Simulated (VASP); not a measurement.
Set up this calculation in VASP 6.6.1, as the native input.

```yaml
Task: single point
Functional: PBE
Dispersion: D3(BJ)
Potentials_or_basis: VASP PAW PBE potentials, release 64 (Pt, S)
Cutoff: 520 eV
k_mesh: 9 × 9 × 9
Occupations: gaussian, width 0.02 eV
Spin: no spin polarisation
Dipole_correction: no
Further_INCAR_settings: ALGO = Normal; EDIFF = 1e-06; NBANDS = 18
```

The structure of PtS2 lies in POSCAR:

```
PtS2
1.0
    1.7717696714      1.0229316967      5.3362047162
   -1.7717696714      1.0229316967      5.3362047162
    0.0000000000     -2.0458633934      5.3362047162
Pt S
1 2
Direct
    0.0000000000      0.0000000000      0.0000000000
    0.7438478407      0.7438478407      0.7438478407
    0.2561521593      0.2561521593      0.2561521593
```

The cell was built by a generator and needn't be a form met in nature.

These files were run (other wordings do the same):

INCAR

```
PREC     = Accurate       # precision mode
ENCUT    = 520            # plane-wave cutoff, eV
EDIFF    = 1E-6           # SCF threshold, eV
ISMEAR   = 0              # smearing method
SIGMA    = 0.02           # smearing width, eV
LREAL    = False          # projectors in reciprocal space
LASPH    = True           # aspherical terms in the spheres
NELM     = 100            # most SCF steps
ALGO     = Normal         # electronic algorithm
ISIF     = 2              # what is computed and relaxed
LWAVE    = False          # write WAVECAR
LCHARG   = True           # write CHGCAR
GGA      = PE             # functional
IVDW     = 12             # dispersion correction
LELF     = True           # ELF
LVHAR    = True         
NBANDS   = 18             # bands
```

KPOINTS

```
Automatic mesh
0
Gamma
  9 9 9
```

Potentials or basis: VASP PAW PBE potentials, release 64 (Pt, S).

Run with:

```bash
$ cat potpaw_PBE.64/Pt/POTCAR potpaw_PBE.64/S/POTCAR > POTCAR
$ mpirun -np 1 vasp_std > vasp.out
```

It gave:

* Pressure: -0.4 GPa
* Largest force: 0.038 eV/Å
* Band gap on the k mesh: 0.88 eV, indirect (least direct gap 1.05 eV)
* Dispersion energy per atom: -0.398 eV

Caveat: spin-orbit coupling is left out, which moves the levels of the heavy elements; an odd mesh through Γ misses points on the zone boundary, where band edges often lie.

Wall time 110 s on 1 thread of Intel(R) Xeon(R) 6975P-C (Granite Rapids) (shared host), peak memory 0.36 GiB.
